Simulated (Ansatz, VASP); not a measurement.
One calculation of NaH, two programs

The input POSCAR:

```
NaH
1.0
    0.0000000000      2.3975116394      2.3975116394
    2.3975116394      0.0000000000      2.3975116394
    2.3975116394      2.3975116394      0.0000000000
Na H
1 1
Direct
    0.0000000000      0.0000000000      0.0000000000
    0.5000000000      0.5000000000      0.5000000000
```

File INCAR.step1:

```
PREC = Accurate
ENCUT = 520
ISMEAR = 0
SIGMA = 0.01
LREAL = F
LASPH = T
NELM = 60
NBANDS = 11
GGA = PE
ALGO = Normal
EDIFF = 1E-4
LWAVE = T
LCHARG = F
```

The input INCAR.step2:

```
PREC = Accurate
ENCUT = 520
EDIFF = 1E-6
ISMEAR = 0
SIGMA = 0.01
LREAL = F
LASPH = T
NELM = 60
ALGO = Normal
ISIF = 2
LWAVE = F
LCHARG = F
METAGGA = R2SCAN
LMIXTAU = T
NBANDS = 11
ISTART = 1
```

File KPOINTS:

```
Automatic mesh
0
Gamma
  10 10 10
```

Input for Ansatz:

```yaml
crystal:
  lattice:
    - [0.0, 2.3975116394, 2.3975116394]
    - [2.3975116394, 0.0, 2.3975116394]
    - [2.3975116394, 2.3975116394, 0.0]
  atoms:
    - { symbol: Na, position: [0.0, 0.0, 0.0] }
    - { symbol: H, position: [0.5, 0.5, 0.5] }
kpoints:
  mp_grid: { grid: [10, 10, 10] }
  band_path:
    path:
      - [0.0, 0.0, 0.0]
      - [0.5, 0.0, 0.5]
      - [0.625, 0.25, 0.625]
      - [0.375, 0.375, 0.75]
      - [0.5, 0.5, 0.5]
      - [0.5, 0.25, 0.75]
      - [0.25, -0.5, -0.25]
      - [0.0, 0.0, 0.5]
    npoints: 1
hamiltonian:
  xc: r2scan
scf:
  occupations: { method: fixed }
  n_extra_bands: 4
output:
  forces: true
  stress: true
  eigenvalues: true
```

Alike in both runs: task single point; functional r2SCAN; k mesh 10 × 10 × 10; no spin polarisation.

```csv
,VASP,Ansatz
version,VASP 6.6.1,Ansatz 0.2.0
potentials or method,"VASP PAW PBE potentials, release 64 (Na_pv, H)","plane waves, PAW"
plane-wave cutoff (eV),520,500
occupations,"gaussian, width 0.01 eV",fixed
valence electrons in the cell,8,10
```

VASP gave:

- gap on the k mesh at the Fermi level (eV): 4.43
- pressure (GPa): -0.3

Estimate Ansatz's values.

gap on the k mesh at the Fermi level (eV): 4.42; pressure (GPa): 0.0.

The two sets of potentials don't hold the same shells in valence.

Caveats: the PAW data sets were made with another functional, which shifts forces and pressure a little (VASP). r2SCAN opens gaps a little over a GGA but as a rule still falls short of measured ones. A k mesh can miss the band edges.
